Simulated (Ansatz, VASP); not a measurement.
**Two plane-wave programs on Cu**

```xyz
1
Lattice="0.0000 1.7818 1.7818 1.7818 0.0000 1.7818 1.7818 1.7818 0.0000" Properties=species:S:1:pos:R:3 pbc="T T T"
Cu    0.0000    0.0000    0.0000
```

Alike in both runs: functional PBEsol; k mesh 24 × 24 × 24; occupations fermi-dirac, width 0.05 eV; no spin polarisation.

Ansatz relaxed the structure, and its values are those at the end. VASP's run is a single point on that final structure, the one shown.

|  | VASP | Ansatz |
| --- | --- | --- |
| version | VASP 6.6.1 | Ansatz 0.2.0 |
| potentials or method | VASP PAW PBE potentials, release 64 (Cu) | PAW with Ansatz's default frozen-core files, scalar-relativistic |
| plane-wave cutoff (eV) | 520 | 420 |
| valence electrons in the cell | 11 | 19 |

|  | VASP | Ansatz | Ansatz less VASP |
| --- | --- | --- | --- |
| pressure (GPa) | 0.7 | 0.0 | -0.70 |

The functional is the same, so the differences come from potentials, cutoffs and numerics. The two sets of potentials don't hold the same shells in valence.

Caveats: the PAW data sets were made with another functional, which shifts forces and pressure a little (VASP).
